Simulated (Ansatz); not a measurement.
Computed with DFT PBE, scalar-relativistic, plane waves, PAW in Ansatz 0.2.0. Settings: cutoff 420 eV, Γ-centred meshes spaced at most about 0.3 Å⁻¹, and about 0.25 Å⁻¹ or finer for metals (2π included), Gaussian smearing. No spin polarisation.

These are static total energies at zero pressure.

Compare these two cells of B7P, each relaxed at this level.

1.

```cif
data_structure
_symmetry_space_group_name_H-M 'P6/mmm'
_symmetry_Int_Tables_number 191
_cell_length_a 3.6695
_cell_length_b 3.6695
_cell_length_c 7.4090
_cell_angle_alpha 90.000
_cell_angle_beta 90.000
_cell_angle_gamma 120.000
_cell_volume 86.40
loop_
_atom_site_label
_atom_site_type_symbol
_atom_site_symmetry_multiplicity
_atom_site_Wyckoff_symbol
_atom_site_fract_x
_atom_site_fract_y
_atom_site_fract_z
_atom_site_occupancy
B1 B 3 f 0.50000 0.00000 0.00000 1
B2 B 3 g 0.50000 0.00000 0.50000 1
B3 B 1 b 0.00000 0.00000 0.50000 1
P1 P 1 a 0.00000 0.00000 0.00000 1
```

2.

```cif
data_structure
_symmetry_space_group_name_H-M 'Fm-3m'
_symmetry_Int_Tables_number 225
_cell_length_a 5.9934
_cell_length_b 5.9934
_cell_length_c 5.9934
_cell_angle_alpha 90.000
_cell_angle_beta 90.000
_cell_angle_gamma 90.000
_cell_volume 215.29
loop_
_atom_site_label
_atom_site_type_symbol
_atom_site_symmetry_multiplicity
_atom_site_Wyckoff_symbol
_atom_site_fract_x
_atom_site_fract_y
_atom_site_fract_z
_atom_site_occupancy
B1 B 4 b 0.50000 0.00000 0.00000 1
B2 B 24 d 0.00000 0.75000 0.75000 1
P1 P 4 a 0.00000 0.00000 0.00000 1
```

**Question.** Which is lower in energy, and by how much?

**Answer.** Cell 1 is lower, by 0.37 eV/atom. Cell 1 has space group P6/mmm (No. 191), 10.8 Å³/atom and no gap on its mesh; cell 2 has B and P ordered on fcc sites, space group Fm-3m (No. 225), 6.7 Å³/atom and no gap. Counting B atoms around P (those within 1.25 times the shortest such distance or 1.15 times the sum of covalent radii), cell 1 has P 6 and cell 2 has P 12. Cell 1 holds B–B nets (shortest 1.83 Å); in cell 2 the shortest B–B distance is 2.12 Å, near bonding range too. Even the lower one lies +1.23 eV/atom against the reference forms of the elements (uncorrected), so neither is stable at this level. In cell 1, B on a site of symmetry mmm has 4 B at 1.83 Å and 2 P at 1.83 Å; around B on a second site of symmetry mmm lie 6 B at 1.83 Å; P has 6 B at 1.83 Å; 1 more site not described. In cell 2, around B on a site of symmetry m-3m lie 12 B at 2.12 Å; B on a site of symmetry mmm has 10 B at 2.12 Å and 2 P at 2.12 Å; P is surrounded by 12 B at 2.12 Å. Both come from invented guesses.

Weakly bound directions are ill-defined at this level, which has no dispersion term (P6/mmm), and this can change margins and order among such cells. Cells relaxed within their symmetry can be saddle points.
